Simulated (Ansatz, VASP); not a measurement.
TiH2 in VASP and in Ansatz

File INCAR:

```
ALGO     = Normal         # electronic algorithm
EDIFF    = 1E-6           # SCF threshold, eV
ENCUT    = 520            # plane-wave cutoff, eV
GGA      = PS             # functional
ISIF     = 2              # what is computed and relaxed
ISMEAR   = 0              # smearing method
LASPH    = T              # aspherical terms in the spheres
LCHARG   = T              # write CHGCAR
LELF     = T              # ELF
LREAL    = F              # projectors in reciprocal space
LVHAR    = T            
LWAVE    = F              # write WAVECAR
NBANDS   = 14             # bands
NELM     = 80             # most SCF steps
PREC     = Accurate       # precision mode
SIGMA    = 0.1            # smearing width, eV
```

Contents of KPOINTS:

```
k-points
0
Gamma
  8 8 8
```

POSCAR

```
TiH2
1.0
   -1.5965000000      1.5965000000      2.1335000000
    1.5965000000     -1.5965000000      2.1335000000
    1.5965000000      1.5965000000     -2.1335000000
Ti H
1 2
Direct
    0.0000000000      0.0000000000      0.0000000000
    0.7500000000      0.2500000000      0.5000000000
    0.2500000000      0.7500000000      0.5000000000
```

Input for Ansatz:

```yaml
crystal:
  lattice:
    - [-1.5965, 1.5965, 2.1335]
    - [1.5965, -1.5965, 2.1335]
    - [1.5965, 1.5965, -2.1335]
  atoms:
    - { symbol: Ti, position: [0.0, 0.0, 0.0] }
    - { symbol: H, position: [0.75, 0.25, 0.5] }
    - { symbol: H, position: [0.25, 0.75, 0.5] }
basis:
  ecutwfc: 420
kpoints:
  mp_grid: { grid: [8, 8, 8] }
hamiltonian:
  xc: pbesol
scf:
  occupations: { method: gaussian, width: 0.1 }
output:
  forces: true
  stress: true
  eigenvalues: true
```

Alike in both runs: task single point; functional PBEsol; k mesh 8 × 8 × 8; occupations gaussian, width 0.1 eV; no spin polarisation.

|  | VASP | Ansatz |
| --- | --- | --- |
| version | VASP 6.6.1 | Ansatz 0.2.0 |
| potentials or method | VASP PAW PBE potentials, release 64 (Ti_sv, H) | scalar-relativistic, plane waves, PAW |
| plane-wave cutoff (eV) | 520 | 420 |
| valence electrons in the cell | 14 | 14 |

|  | VASP | Ansatz | Ansatz less VASP |
| --- | --- | --- | --- |
| gap on the k mesh at the Fermi level (eV) | none | none | - |
| pressure (GPa) | -5.5 | -5.5 | -0.04 |
| largest component of the traceless stress (GPa) | 0.21 | 0.21 | -0.002 |

A gap of «none» marks a metal or a gap that the smearing closes.

Caveats: the PAW data sets were made with another functional, which shifts forces and pressure a little (VASP).
